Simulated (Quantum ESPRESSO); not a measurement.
# Ti (P6_3/mmc) in Quantum ESPRESSO: settings compared, part 2 of 3

Quantum ESPRESSO 7.5.

### Step 3. Phonons, PBEsol

Input file pw.in:

```
&CONTROL
  calculation = 'scf'
  prefix = 'pwscf'
  outdir = './tmp'
  pseudo_dir = './pseudo'
  tprnfor = .true.
  tstress = .true.
  disk_io = 'low'
/
&SYSTEM
  ibrav = 0
  celldm(1) = 8
  nat = 2
  ntyp = 1
  ecutwfc = 84
  nbnd = 19
  occupations = 'smearing'
  smearing = 'mv'
  degauss = 0.01469973
/
&ELECTRONS
  conv_thr = 4d-10
  electron_maxstep = 120
  mixing_beta = 0.5
/
ATOMIC_SPECIES
Ti    47.8670 Ti.upf
CELL_PARAMETERS alat
  0.6968365084558   0.0000000000000   0.0000000000000
 -0.3484182542279   0.6034781186156   0.0000000000000
  0.0000000000000   0.0000000000000   1.1054897829061
ATOMIC_POSITIONS crystal
Ti     0.6666666667    0.3333333333    0.7500000000
Ti     0.3333333333    0.6666666667    0.2500000000
K_POINTS automatic
8 8 5 0 0 0
```

Input file relax.in:

```
&CONTROL
  calculation = 'vc-relax'
  prefix = 'pwscf'
  outdir = './tmp'
  pseudo_dir = './pseudo'
  tprnfor = .true.
  tstress = .true.
  disk_io = 'low'
  nstep = 40
  forc_conv_thr = 0.0001
  etot_conv_thr = 1d-06
/
&SYSTEM
  ibrav = 0
  celldm(1) = 8
  nat = 2
  ntyp = 1
  ecutwfc = 84
  nbnd = 19
  occupations = 'smearing'
  smearing = 'mv'
  degauss = 0.01469973
/
&ELECTRONS
  conv_thr = 4d-10
  electron_maxstep = 120
  mixing_beta = 0.5
/
&IONS
  ion_dynamics = 'bfgs'
/
&CELL
  cell_dynamics = 'bfgs'
  press = 0
  press_conv_thr = 0.2
/
ATOMIC_SPECIES
Ti    47.8670 Ti.upf
CELL_PARAMETERS alat
  0.6968365084558   0.0000000000000   0.0000000000000
 -0.3484182542279   0.6034781186156   0.0000000000000
  0.0000000000000   0.0000000000000   1.1054897829061
ATOMIC_POSITIONS crystal
Ti     0.6666666667    0.3333333333    0.7500000000
Ti     0.3333333333    0.6666666667    0.2500000000
K_POINTS automatic
8 8 5 0 0 0
```

Input file scf2.in:

```
&CONTROL
  calculation = 'scf'
  prefix = 'pwscf'
  outdir = './tmp'
  pseudo_dir = './pseudo'
  tprnfor = .true.
  tstress = .true.
  disk_io = 'low'
/
&SYSTEM
  ibrav = 0
  celldm(1) = 8
  nat = 2
  ntyp = 1
  ecutwfc = 84
  nbnd = 19
  occupations = 'smearing'
  smearing = 'mv'
  degauss = 0.01469973
/
&ELECTRONS
  conv_thr = 1d-13
  electron_maxstep = 120
  mixing_beta = 0.5
  startingpot = 'file'
  startingwfc = 'file'
/
ATOMIC_SPECIES
Ti    47.8670 Ti.upf
CELL_PARAMETERS alat
  0.6857521864727  -0.0000000000000   0.0000000000000
 -0.3428760932363   0.5938788141861   0.0000000000000
  0.0000000000000   0.0000000000000   1.0830887510669
ATOMIC_POSITIONS crystal
Ti     0.6666666666    0.3333333332    0.7500000000
Ti     0.3333333332    0.6666666666    0.2500000000
K_POINTS automatic
8 8 5 0 0 0
```

Input file ph.in:

```
phonons of Ti
&INPUTPH
  prefix = 'pwscf'
  outdir = './tmp'
  tr2_ph = 1d-18
  fildyn = 'dyn'
  niter_ph = 90
  alpha_mix(1) = 0.4
/
0.0000000000 0.0000000000 0.0000000000
```

Input file dynmat.in:

```
&INPUT
  fildyn = 'dyn'
  asr = 'crystal'
  filout = 'dynmat.disp'
  fileig = 'dynmat.eig'
/
```

Potentials or basis: PseudoDojo 0.4.1 SR PBEsol standard.

Launch:

```
$ OMP_NUM_THREADS=1 mpirun -n 4 pw.x -nk 4 -in pw.in > pw.out
$ OMP_NUM_THREADS=1 mpirun -n 4 pw.x -nk 4 -in relax.in > relax.out
$ OMP_NUM_THREADS=1 mpirun -n 4 pw.x -nk 4 -in scf2.in > scf2.out
$ OMP_NUM_THREADS=1 mpirun -n 4 ph.x -nk 4 -in ph.in > ph.out
$ OMP_NUM_THREADS=1 mpirun -n 1 dynmat.x -in dynmat.in > dynmat.out
```

pw.out:

```text
This program is part of the open-source Quantum ESPRESSO suite
     for quantum simulation of materials; please cite
[... 6 lines left out ...]
     using ibrav=0 with symmetry is DISCOURAGED, use correct ibrav instead

     K-points division:     npool     =       4
     Subspace diagonalization in iterative solution of the eigenvalue problem:
     a serial algorithm will be used

     G-vector sticks info
     --------------------
     sticks:   dense  smooth     PW     G-vecs:    dense   smooth      PW
     Sum         721     721    211                24711    24711    3981

     Using Slab Decomposition

     bravais-lattice index     =            0
     lattice parameter (alat)  =       8.0000  a.u.
     unit-cell volume          =     238.0220 (a.u.)^3
     number of atoms/cell      =            2
     number of atomic types    =            1
     number of electrons       =        24.00
     number of Kohn-Sham states=           19
     kinetic-energy cutoff     =      84.0000  Ry
     charge density cutoff     =     336.0000  Ry
     scf convergence threshold =      4.0E-10
     mixing beta               =       0.5000
     number of iterations used =            8  plain     mixing
     Exchange-correlation= PBESOL
                           (   1   4  10   8   0   0   0)

     celldm(1)=   8.000000  celldm(2)=   0.000000  celldm(3)=   0.000000
     celldm(4)=   0.000000  celldm(5)=   0.000000  celldm(6)=   0.000000

     crystal axes: (cart. coord. in units of alat)
               a(1) = (   0.696837   0.000000   0.000000 )
               a(2) = (  -0.348418   0.603478   0.000000 )
               a(3) = (   0.000000   0.000000   1.105490 )

     reciprocal axes: (cart. coord. in units 2 pi/alat)
               b(1) = (  1.435057  0.828530 -0.000000 )
               b(2) = (  0.000000  1.657061  0.000000 )
               b(3) = (  0.000000 -0.000000  0.904576 )

     PseudoPot. # 1 for Ti read from file:
     Ti.upf
     Pseudo is Norm-conserving + core correction, Zval = 12.0
     Generated using ONCVPSP code by D. R. Hamann
     Using radial grid of 1586 points,  6 beta functions with:
                l(1) =   0
                l(2) =   0
                l(3) =   1
                l(4) =   1
                l(5) =   2
                l(6) =   2

     atomic species   valence    mass     pseudopotential
     Ti               12.00    47.86700     Ti( 1.00)

     24 Sym. Ops., with inversion, found (12 have fractional translation)

   Cartesian axes

     site n.     atom                  positions (alat units)
         1        Ti     tau(   1) = (   0.3484183   0.2011594   0.8291173  )
         2        Ti     tau(   2) = (  -0.0000000   0.4023187   0.2763724  )

     number of k points=    30  Marzari-Vanderbilt smearing, width (Ry)=  0.0147
                       cart. coord. in units 2pi/alat
        k(    1) = (   0.0000000   0.0000000   0.0000000), wk =   0.0062500
        k(    2) = (   0.0000000   0.0000000   0.1809153), wk =   0.0125000
        k(    3) = (   0.0000000   0.0000000   0.3618306), wk =   0.0125000
        k(    4) = (   0.0000000   0.2071326   0.0000000), wk =   0.0375000
        k(    5) = (   0.0000000   0.2071326   0.1809153), wk =   0.0750000
        k(    6) = (   0.0000000   0.2071326   0.3618306), wk =   0.0750000
[... 22 lines left out ...]
        k(   29) = (   0.3587642   0.8285305   0.1809153), wk =   0.0750000
        k(   30) = (   0.3587642   0.8285305   0.3618306), wk =   0.0750000

     Dense  grid:    24711 G-vectors     FFT dimensions: (  36,  36,  54)

     Initial potential from superposition of free atoms

     starting charge      23.9970, renormalised to      24.0000
     Starting wfcs are   20 randomized atomic wfcs

     Self-consistent Calculation

     iteration #  1     ecut=    84.00 Ry     beta= 0.50
     Davidson diagonalization with overlap
     ethr =  1.00E-02,  avg # of iterations =  2.9

     Threshold (ethr) on eigenvalues was too large:
     Diagonalizing with lowered threshold

     Davidson diagonalization with overlap
     ethr =  2.15E-04,  avg # of iterations =  4.0

     total energy              =    -237.17877298 Ry
     estimated scf accuracy    <       0.09115536 Ry
[... 57 lines left out ...]
     iteration # 10     ecut=    84.00 Ry     beta= 0.50
     Davidson diagonalization with overlap
     ethr =  4.07E-11,  avg # of iterations =  2.8

     End of self-consistent calculation

          k = 0.0000 0.0000 0.0000 (  3067 PWs)   bands (ev):

   -43.5807 -43.4491 -20.2835 -19.6482 -19.6482 -19.5985 -19.5508 -19.5508
     6.8802  10.3872  13.7527  13.8233  13.8233  13.9208  14.3128  14.3128
    14.6509  14.6509  16.1613
[... 63 lines left out ...]
   -43.4657 -43.4459 -20.1425 -20.0876 -19.7930 -19.7166 -19.7136 -19.6649
    10.2289  10.6932  12.0997  12.4669  13.6708  14.0070  14.3648  15.1123
    16.1213  16.2085  16.2974

          k = 0.0000-0.8285 0.0000 (  3086 PWs)   bands (ev):

   -43.4669 -43.4241 -20.1082 -19.9897 -19.9872 -19.7868 -19.7672 -19.6211
    10.7179  10.9250  11.2229  12.4098  13.5220  13.6472  14.2013  16.3687
    16.5708  16.5958  17.3622

          k = 0.0000-0.8285 0.1809 (  3096 PWs)   bands (ev):

   -43.4628 -43.4282 -20.1619 -20.0510 -19.9002 -19.7712 -19.7372 -19.6371
    10.4539  10.9392  11.7918  12.0668  13.7340  14.0361  14.1960  16.0997
    16.4394  16.5785  16.9677

          k = 0.0000-0.8285 0.3618 (  3110 PWs)   bands (ev):

   -43.4521 -43.4389 -20.1882 -20.1435 -19.7877 -19.7301 -19.7277 -19.6789
    10.4163  10.6993  12.0843  12.3148  14.0310  14.3368  14.5919  15.2154
    16.4753  16.5325  16.5383

          k = 0.1794 0.3107 0.0000 (  3086 PWs)   bands (ev):
[... 85 lines left out ...]
   -43.4410 -43.4355 -20.1118 -20.0906 -19.9157 -19.8529 -19.7060 -19.6851
    11.3025  11.5195  12.2067  12.3200  12.8371  12.9762  14.5599  15.0147
    16.1327  16.3073  18.9014

     the Fermi energy is    13.0308 ev

!    total energy              =    -237.20037073 Ry
     estimated scf accuracy    <          6.5E-11 Ry
     smearing contrib. (-TS)   =       0.00031423 Ry
     internal energy E=F+TS    =    -237.20068496 Ry

     The total energy is F=E-TS. E is the sum of the following terms:
     one-electron contribution =     -82.30315162 Ry
     hartree contribution      =      48.68824729 Ry
     xc contribution           =     -34.50370264 Ry
     ewald contribution        =    -169.08207799 Ry

     convergence has been achieved in  10 iterations

     Forces acting on atoms (cartesian axes, Ry/au):

     atom    1 type  1   force =     0.00000000    0.00000000    0.00000000
     atom    2 type  1   force =     0.00000000    0.00000000    0.00000000

     Total force =     0.000000     Total SCF correction =     0.000000

     Computing stress (Cartesian axis) and pressure

          total   stress  (Ry/bohr**3)                   (kbar)     P=      -57.55
  -0.00037360   0.00000000   0.00000000          -54.96        0.00        0.00
   0.00000000  -0.00037360   0.00000000            0.00      -54.96        0.00
   0.00000000   0.00000000  -0.00042643            0.00        0.00      -62.73

=------------------------------------------------------------------------------=
   JOB DONE.
=------------------------------------------------------------------------------=
```

relax.out:

```text
This program is part of the open-source Quantum ESPRESSO suite
     for quantum simulation of materials; please cite
[... 6 lines left out ...]
     using ibrav=0 with symmetry is DISCOURAGED, use correct ibrav instead

     K-points division:     npool     =       4
[... 2767 lines left out ...]
  -0.00000037  -0.00000000  -0.00000000           -0.05       -0.00       -0.00
   0.00000000  -0.00000037  -0.00000000            0.00       -0.05       -0.00
  -0.00000000   0.00000000  -0.00000035           -0.00        0.00       -0.05

=------------------------------------------------------------------------------=
   JOB DONE.
=------------------------------------------------------------------------------=
```

scf2.out:

```text
This program is part of the open-source Quantum ESPRESSO suite
     for quantum simulation of materials; please cite
[... 6 lines left out ...]
     using ibrav=0 with symmetry is DISCOURAGED, use correct ibrav instead

     K-points division:     npool     =       4
[... 333 lines left out ...]
  -0.00000035   0.00000000   0.00000000           -0.05        0.00        0.00
   0.00000000  -0.00000035   0.00000000            0.00       -0.05        0.00
   0.00000000  -0.00000000  -0.00000034            0.00       -0.00       -0.05

=------------------------------------------------------------------------------=
   JOB DONE.
=------------------------------------------------------------------------------=
```

Run time: 7 min. Hardware: 4 MPI ranks of Intel Xeon at 2.50GHz (Skylake/Cascade Lake), shared host; peak memory 0.36 GiB.

Results:

| Item | Value |
| --- | --- |
| Free energy | -3227.3094 eV |
| Relaxed volume | 16.73 Å³/atom |
| Relaxed cell | a = 2.903 Å, b = 2.903 Å, c = 4.585 Å, α = 90.00°, β = 90.00°, γ = 120.00° |
| Space group after relaxing (to 0.05 Å) | P6_3/mmc (No. 194) |
| Pressure after relaxing | 0.0 GPa |
| Band gap on the k mesh | none (metal or under the smearing width) |
| Highest phonon frequency at Γ | 193 cm⁻¹ |

The path:
| step | energy change (eV) | largest force (eV/Å) | pressure (GPa) | volume (Å³) |
| --- | --- | --- | --- | --- |
| 1 | 0.0000 | 0.0000 | -5.75 | 35.27 |
| 2 | -0.0273 | 0.0000 | -2.68 | 34.25 |
| 3 | -0.0340 | 0.0000 | 0.23 | 33.40 |
| 4 | -0.0340 | 0.0000 | 0.00 | 33.46 |
| 5 | -0.0340 | 0.0000 | -0.01 | 33.47 |
| 6 | -0.0340 | 0.0000 | -0.01 | 33.47 |
| 7 | -0.0340 | 0.0000 | 0.00 | 33.47 |
| 8 | -0.0340 | 0.0000 | 0.00 | 33.47 |

Final structure:
```
Ti
1.0
     2.90308    0.00000    0.00000
    -1.45154    2.51414    0.00000
     0.00000    0.00000    4.58517
Ti
2
Cartesian
  1.4515 0.8380 3.4389
  0.0000 1.6761 1.1463
```

Levels at points of the mesh, in eV from the Fermi level:
```
            k point  band 10  band 11  band 12  band 13  band 14  band 15
 (0.00, 0.00, 0.00)    -2.78     0.80     0.80     0.90     0.95     1.34
(0.00, -0.50, 0.00)    -2.27    -1.95    -0.59     0.47     0.67     1.26
```

Phonon frequencies in cm⁻¹ (negative: imaginary):
```
              q point         frequencies
(0.000, 0.000, 0.000)  -1 1 1 126 126 193
```

Optical modes at Γ, degenerate ones joined:
| cm⁻¹ | components | symmetry | active in |
| --- | --- | --- | --- |
| 126 | 2 | E2g | Raman |
| 193 | 1 | B1g | silent |

Caveat: the mesh is thin for the phonons of a metal.

(Part 2 of 3 ends here.)
